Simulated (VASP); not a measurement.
# V4O in VASP: notebook

The runs below take V4O through single point, with PBE.

Everything below comes from runs of VASP 6.6.1. Logs are shortened: lines on timing, memory, paths and dates and some standing lists are left out, and cuts for length are marked.

## (1) The cell of the first run

The cell holds a slab with vacuum, 5 atoms: a = 2.997 Å, b = 2.997 Å, c = 21.333 Å, α = 90.00°, β = 90.00°, γ = 90.00°.

## (2) Single point, PBE (O at 3/8 of the diagonal of the surface cell, 3.25 Å above the top plane)

INCAR reads:

```
ALGO = Fast
DIPOL = 0.5 0.5 0.341
EDIFF = 1E-6
ENCUT = 520
GGA = PE
IDIPOL = 3
ISIF = 2
ISMEAR = 0
LASPH = True
LCHARG = True
LDIPOL = True
LELF = True
LREAL = False
LVACPOTAV = True
LVHAR = True
LWAVE = False
NBANDS = 37
NELM = 60
PREC = Accurate
SIGMA = 0.1
```

KPOINTS reads:

```
k-points
0
Gamma
  9 9 1
```

POSCAR reads:

```
V4O
1.0
    2.9971751491      0.0000000000      0.0000000000
    0.0000000000      2.9971751491      0.0000000000
    0.0000000000      0.0000000000     21.3333819395
V O
4 1
Direct
    0.5000000000      0.5000000000      0.1874995728
    0.0000000000      0.0000000000      0.2577457053
    0.5000000000      0.5000000000      0.3267158760
    0.0000000000      0.0000000000      0.3906263884
    0.3750000000      0.3750000000      0.5429697913
```

Potentials or basis: VASP PAW PBE potentials, release 64 (V_sv, O).

On the command line:

```bash
$ cat potpaw_PBE.64/V_sv/POTCAR potpaw_PBE.64/O/POTCAR > POTCAR
$ mpirun -np 1 vasp_std > vasp.out
```

OUTCAR:

```text
EDIFF = 1E-6
   ENCUT = 520
   GGA = PE
   ISIF = 2
   ISMEAR = 0
   LASPH = True
   LREAL = False
   NELM = 60
   PREC = Accurate

 ion  position               nearest neighbor table
   1  0.500  0.500  0.187-   2 2.60   2 2.60   2 2.60   2 2.60
   2  0.000  0.000  0.258-   3 2.58   3 2.58   3 2.58   3 2.58   1 2.60   1 2.60   1 2.60   1 2.60
                             4 2.83
   3  0.500  0.500  0.327-   4 2.52   4 2.52   4 2.52   4 2.52   2 2.58   2 2.58   2 2.58   2 2.58

   4  0.000  0.000  0.391-   3 2.52   3 2.52   3 2.52   3 2.52   2 2.83
   5  0.375  0.375  0.543-

  LATTYP: Found a simple tetragonal cell.
 ALAT       =     2.9971751491
 C/A-ratio  =     7.1178295823

  Lattice vectors:

 A1 = (   2.9971751491,   0.0000000000,   0.0000000000)
 A2 = (   0.0000000000,   2.9971751491,   0.0000000000)
 A3 = (   0.0000000000,   0.0000000000,  21.3333819395)

Analysis of symmetry for initial positions (statically):
=====================================================================
 Subroutine PRICEL returns:
 Original cell was already a primitive cell.

 Routine SETGRP: Setting up the symmetry group for a
 simple tetragonal supercell.

 Subroutine GETGRP returns: Found  2 space group operations
 (whereof  2 operations were pure point group operations)
 out of a pool of 16 trial point group operations.

The static configuration has the point symmetry C_1h.

Analysis of symmetry for dynamics (positions and initial velocities):
=====================================================================
 Subroutine PRICEL returns:
 Original cell was already a primitive cell.

 Routine SETGRP: Setting up the symmetry group for a
 simple tetragonal supercell.

 Subroutine GETGRP returns: Found  2 space group operations
 (whereof  2 operations were pure point group operations)
 out of a pool of 16 trial point group operations.

The dynamic configuration has the point symmetry C_1h.

 Subroutine INISYM returns: Found  2 space group operations
 (whereof  2 operations are pure point group operations),
 and found     1 'primitive' translations

----------------------------------------------------------------------------------------

                                     Primitive cell

  volume of cell :     191.6390

[... 99 lines left out ...]
   ISIF   =      2    stress and relaxation
   ISYM   =      2    0-nonsym 1-usesym 2-fastsym
   POTIM  = 0.5000    time-step for ionic-motion
   TEBEG  =    0.0;   TEEND  =   0.0 temperature during run
   PSTRESS=    0.0 pullay stress
   NELECT =      58.0000    total number of electrons
   NUPDOWN=      -1.0000    fix difference up-down
   EMIN   =  10.00;   EMAX   =-10.00  energy-range for DOS
   EFERMI =   0.00;   METHOD = LEGACY
   ISMEAR =     0;   SIGMA  =   0.10  broadening in eV -4-tet -1-fermi 0-gaus
   EFERMI_NEDOS =   21; number of points for ismear=-14 and -15
   IALGO  =     68    algorithm
   IMIX   =      4    mixing-type and parameters
     AMIX     =   0.40;   BMIX     =  1.00
     AMIX_MAG =   1.60;   BMIX_MAG =  1.00
  volume/ion in A,a.u.               =      38.33       258.65
  Fermi-wavevector in a.u.,A,eV,Ry     =   1.099148  2.077089 16.437557  1.208126
  Thomas-Fermi vector in A             =   2.235538
   LORBIT       =      0    0 simple, 1 ext, 2 COOP (PROOUT), +10 PAW based schemes
   GGA     = PE    functional components
   LHFCALC =     F    Hartree Fock is set to
   AEXX    =    0.0000 exact exchange contribution
   IVDW    =     0    specifies the selected vdW correction
   LEPSILON=     F    determine dielectric tensor
   LRPA    =     F    only Hartree local field effects (RPA)
 non-spin polarized calculation
 RMM-DIIS sequential band-by-band and
 Gauss-broadening in eV      SIGMA  =   0.10
  energy-cutoff  :      520.00
  volume of cell :      191.64
 maximum number of plane-waves:      5215
 NGX is ok and might be reduce to    24
   NGX = 11   NGY = 11   NGZ = 79

 dipolmoment           0.000000      0.000000     -0.028771 electrons x Angstroem

 number of electron      57.9999986 magnetization

 dipolmoment           0.000000      0.000000      0.269991 electrons x Angstroem

 Free energy of the ion-electron system (eV)
  ---------------------------------------------------
  ext. energy  EPLUGINS =         0.00000000
  ---------------------------------------------------
  free energy    TOTEN  =       -34.82009170 eV

  energy without entropy =      -34.76666592  energy(sigma->0) =      -34.79337881

 E-fermi :  -1.3572     XC(G=0):  -5.4265

 val. band max:       -1.3625062975   @ k =   0.4444   0.0000   0.0000
 cond. band min:      -1.3487307201   @ k =   0.0000   0.0000   0.0000
 fundamental gap:      0.0137755774
 Fermi energy:        -1.3571968210

 k-point     1 :       0.0000    0.0000    0.0000
  band No.  band energies     occupation
      1     -65.6850      2.00000
      2     -65.6654      2.00000
      3     -65.2294      2.00000
      4     -64.9858      2.00000
      5     -39.6369      2.00000
      6     -39.5755      2.00000
[... 949 lines left out ...]
     36       1.0467      0.00000
     37       1.2295      0.00000

 [... further k-points ...]

------------------------ aborting loop because EDIFF is reached ----------------------------------------

  FORCE on cell =-STRESS in cart. coord.  units (eV):
  Direction    XX          YY          ZZ          XY          YZ          ZX
  --------------------------------------------------------------------------------------
  -------------------------------------------------------------------------------------
  Total       -5.1266608     -5.1266608     -3.4002400      0.0071400     -0.1270118     -0.1270117
  in kB      -42.8608923    -42.8608923    -28.4273388      0.0596936     -1.0618682     -1.0618676
  external PRESSURE =     -38.0497078 kB  Pullay stress =       0.0000000 kB

 VOLUME and BASIS-vectors are now :
 -----------------------------------------------------------------------------
  energy-cutoff  :      520.00
  volume of cell :      191.64
      direct lattice vectors                 reciprocal lattice vectors
     2.997175149  0.000000000  0.000000000     0.333647501  0.000000000  0.000000000
     0.000000000  2.997175149  0.000000000     0.000000000  0.333647501  0.000000000
     0.000000000  0.000000000 21.333381940     0.000000000  0.000000000  0.046874893

 POSITION                                       TOTAL-FORCE (eV/Angst)
 -----------------------------------------------------------------------------------
      1.49859      1.49859      4.00000        -0.000328     -0.000328      0.542256
      0.00000      0.00000      5.49859         0.000348      0.000348     -0.599762
      1.49859      1.49859      6.96995        -0.015523     -0.015523     -0.246361
      0.00000      0.00000      8.33338         0.061239      0.061239      1.245747
      1.12394      1.12394     11.58338        -0.045736     -0.045736     -0.941880
 -----------------------------------------------------------------------------------
    total drift:                               -0.000017     -0.000017     -0.000806

  FREE ENERGIE OF THE ION-ELECTRON SYSTEM (eV)
  ---------------------------------------------------
  free  energy   TOTEN  =       -34.8200916987 eV

  energy  without entropy=      -34.7666659195  energy(sigma->0) =      -34.79337881

 vacuum level on the upper side and lower side of the slab         8.007         2.566
```

Wall time 7.7 min (1 thread of Intel Xeon Platinum 8488C (Sapphire Rapids), shared host); peak memory 0.37 GiB.

What came out:

```
Free energy                     : -34.8201 eV
Largest force                   : 1.249 eV/Å
Band gap on the k mesh          : none (metal or under the smearing width)
Work function of the upper face : 9.36 eV
Work function of the lower face : 3.92 eV
```

Forces in eV/Å, atoms in the order of the input:
```
V    0.000  0.000  0.542
V    0.000  0.000 -0.600
V   -0.016 -0.016 -0.246
V    0.061  0.061  1.246
O   -0.046 -0.046 -0.942
```

Caveat: the run has no spin polarisation, though such a crystal can be magnetic; semilocal functionals often make such compounds metallic where correlation or magnetic order opens a gap, which also shifts bond lengths.

## (3) Single point, PBE (O at 3/8 of the diagonal of the surface cell, 1.37 Å above the top plane)

INCAR reads:

```
SYSTEM = V4O
  PREC = Accurate
  ENCUT = 520
  EDIFF = 1E-6
  ISMEAR = 0
  SIGMA = 0.1
  LREAL = .FALSE.
  LASPH = .TRUE.
  NELM = 60
  ALGO = Fast
  ISIF = 2
  LWAVE = .FALSE.
  LCHARG = .FALSE.
  LDIPOL = .TRUE.
  IDIPOL = 3
  DIPOL = 0.5 0.5 0.323
  GGA = PE
  NBANDS = 37
```

KPOINTS reads:

```
Automatic mesh
0
G
  9 9 1
  0 0 0
```

Changes to POSCAR since step 2:

```diff
@@ -12,2 +12,2 @@
     0.0000000000      0.0000000000      0.3906263884
-    0.3750000000      0.3750000000      0.5429697913
+    0.3750000000      0.3750000000      0.4548449921
```

Potentials or basis: VASP PAW PBE potentials, release 64 (V_sv, O).

On the command line:

```bash
$ cat potpaw_PBE.64/V_sv/POTCAR potpaw_PBE.64/O/POTCAR > POTCAR
$ mpirun -np 1 vasp_std > vasp.out
```

OUTCAR:

```text
SYSTEM = V4O
   PREC = Accurate
   ENCUT = 520
   EDIFF = 1E-6
   ISMEAR = 0
   LREAL = .FALSE.
   LASPH = .TRUE.
   NELM = 60
   ISIF = 2
   GGA = PE

 ion  position               nearest neighbor table
   1  0.500  0.500  0.187-   2 2.60   2 2.60   2 2.60   2 2.60
   2  0.000  0.000  0.258-   3 2.58   3 2.58   3 2.58   3 2.58   1 2.60   1 2.60   1 2.60   1 2.60
                             4 2.83
   3  0.500  0.500  0.327-   4 2.52   4 2.52   4 2.52   4 2.52   2 2.58   2 2.58   2 2.58   2 2.58

   4  0.000  0.000  0.391-   5 2.10   3 2.52   3 2.52   3 2.52   3 2.52   2 2.83
   5  0.375  0.375  0.455-   4 2.10

  LATTYP: Found a simple tetragonal cell.
 ALAT       =     2.9971751491
 C/A-ratio  =     7.1178295823

  Lattice vectors:

 A1 = (   2.9971751491,   0.0000000000,   0.0000000000)
 A2 = (   0.0000000000,   2.9971751491,   0.0000000000)
 A3 = (   0.0000000000,   0.0000000000,  21.3333819395)

Analysis of symmetry for initial positions (statically):
=====================================================================
 Subroutine PRICEL returns:
[... 188 lines left out ...]
 Fermi energy:        -0.8533146491

 k-point     1 :       0.0000    0.0000    0.0000
  band No.  band energies     occupation
      1     -65.4443      2.00000
      2     -65.1988      2.00000
      3     -64.7494      2.00000
      4     -64.5129      2.00000
      5     -39.2793      2.00000
      6     -39.2662      2.00000
[... 949 lines left out ...]
     36       1.5799      0.00000
     37       1.7431      0.00000

 [... further k-points ...]

------------------------ aborting loop because EDIFF is reached ----------------------------------------

 vacuum level on the upper side and lower side of the slab       (xc-potential included)         1.533        -1.949

  FORCE on cell =-STRESS in cart. coord.  units (eV):
  Direction    XX          YY          ZZ          XY          YZ          ZX
  --------------------------------------------------------------------------------------
  -------------------------------------------------------------------------------------
  Total       -4.7968703     -4.7968703     -7.7322941      0.1252611     -0.5906124     -0.5906135
  in kB      -40.1037145    -40.1037145    -64.6450081      1.0472316     -4.9377510     -4.9377600
  external PRESSURE =     -48.2841457 kB  Pullay stress =       0.0000000 kB

 VOLUME and BASIS-vectors are now :
 -----------------------------------------------------------------------------
  energy-cutoff  :      520.00
  volume of cell :      191.64
      direct lattice vectors                 reciprocal lattice vectors
     2.997175149  0.000000000  0.000000000     0.333647501  0.000000000  0.000000000
     0.000000000  2.997175149  0.000000000     0.000000000  0.333647501  0.000000000
     0.000000000  0.000000000 21.333381940     0.000000000  0.000000000  0.046874893

 POSITION                                       TOTAL-FORCE (eV/Angst)
 -----------------------------------------------------------------------------------
      1.49859      1.49859      4.00000         0.069167      0.069167      0.694268
      0.00000      0.00000      5.49859         0.071305      0.071305     -0.636371
      1.49859      1.49859      6.96995        -0.433757     -0.433757     -0.141928
      0.00000      0.00000      8.33338         0.789403      0.789403      4.973219
      1.12394      1.12394      9.70338        -0.496119     -0.496119     -4.889188
 -----------------------------------------------------------------------------------
    total drift:                                0.000013      0.000013     -0.000481

  FREE ENERGIE OF THE ION-ELECTRON SYSTEM (eV)
  ---------------------------------------------------
  free  energy   TOTEN  =       -40.2919850668 eV

  energy  without entropy=      -40.2575377772  energy(sigma->0) =      -40.27476142

 vacuum level on the upper side and lower side of the slab         6.472         2.903
```

OSZICAR:

```text
N       E                     dE             d eps       ncg     rms          rms(c)
DAV:   1     0.759193388850E+03    0.75919E+03   -0.36238E+04  2298   0.146E+03
DAV:   2     0.357228421440E+01   -0.75562E+03   -0.74003E+03  1936   0.490E+02
DAV:   3    -0.488547449534E+02   -0.52427E+02   -0.51044E+02  2514   0.121E+02
[... 23 lines left out ...]
RMM:  27    -0.402919712174E+02   -0.94421E-05   -0.82854E-06  1843   0.843E-03    0.336E-03
RMM:  28    -0.402919762745E+02   -0.50572E-05   -0.33089E-06  1630   0.450E-03    0.947E-04
RMM:  29    -0.402919805293E+02   -0.42548E-05   -0.14878E-06  1487   0.296E-03    0.179E-03
RMM:  30    -0.402919826496E+02   -0.21203E-05   -0.71337E-07  1251   0.257E-03    0.106E-03
RMM:  31    -0.402919844662E+02   -0.18165E-05   -0.40332E-07  1295   0.212E-03    0.466E-04
RMM:  32    -0.402919850668E+02   -0.60059E-06   -0.16180E-07   914   0.121E-03
   1 F= -.40291985E+02 E0= -.40274761E+02  d E =-.344473E-01
```

stdout:

```text
POSCAR found type information on POSCAR V O
 POSCAR found :  2 types and       5 ions
 scaLAPACK will be used
 LDA part: xc-table for (Slater+PW92), standard interpolation
 POSCAR, INCAR and KPOINTS ok, starting setup
 FFT: planning ... GRIDC
 FFT: planning ... GRID_SOFT
 FFT: planning ... GRID
 WAVECAR not read
 entering main loop
```

Wall time 5.8 min (1 thread of Intel Xeon Platinum 8488C (Sapphire Rapids), shared host); peak memory 0.38 GiB.

What came out:

* Free energy: -40.2920 eV
* Largest force: 5.097 eV/Å
* Band gap on the k mesh: none (metal or under the smearing width)

Forces in eV/Å, atoms in the order of the input:
```
V    0.069  0.069  0.694
V    0.071  0.071 -0.636
V   -0.434 -0.434 -0.142
V    0.789  0.789  4.973
O   -0.496 -0.496 -4.889
```

Caveat: the run has no spin polarisation, though such a crystal can be magnetic; semilocal functionals often make such compounds metallic where correlation or magnetic order opens a gap, which also shifts bond lengths.
